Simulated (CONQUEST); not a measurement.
**Si2Mo under changes of volume**

One of the cells (13.416 Å³/atom); the others are scaled copies at fixed shape and fractional positions:

```
CELL_PARAMETERS angstrom
3.20000 0.00000 0.00000
0.00000 3.20000 0.00000
0.00000 0.00000 7.86100
ATOMIC_POSITIONS crystal
Mo 0.00000 0.00000 0.00000
Mo 0.50000 0.50000 0.50000
Si 0.00000 0.00000 0.66700
Si 0.50000 0.50000 0.16700
Si 0.00000 0.00000 0.33300
Si 0.50000 0.50000 0.83300
```

| Property | Result |
| --- | --- |
| Program | CONQUEST 1.3 |
| Functional | PBE |
| Potentials or basis | PseudoDojo NC PBE, DZP, grid of 32 × 32 × 80 points |
| k mesh | 7 × 7 × 3 |
| Occupations | fermi-dirac, width 0.05 eV |
| Spin | no spin polarisation |

```csv
volume (Å³/atom),energy over the lowest point (meV/atom),pressure (GPa),largest force (eV/Å)
12.611,66.17,20.1,0.209
12.879,37.17,14.7,0.264
13.148,16.60,9.7,0.290
13.416,?,?,?
13.684,0.00,0.9,0.358
13.953,1.92,-3.2,0.378
14.221,10.02,-6.3,0.388
```

Task: What does the run at 13.416 Å³/atom give?

Result: Energy over the lowest point 4.72 meV/atom; pressure 4.7 GPa; largest force 0.307 eV/Å.

Worked out: A Birch-Murnaghan fit of order 3 (a polynomial in V^(-2/3)) to the other rows has its minimum at 13.73 Å³/atom with B0 = V·E''(V) = 201 GPa and B' = 3.9 at fixed shape and positions, which overstates the stiffness. It gives 4.65 meV/atom at 13.416 Å³/atom, against the run's 4.72, and -dE/dV = 5.0 GPa, against 4.7.

Energies are extrapolated to zero smearing.

Caveats: the basis of atomic orbitals isn't converged, which shifts pressures, moduli and gaps.
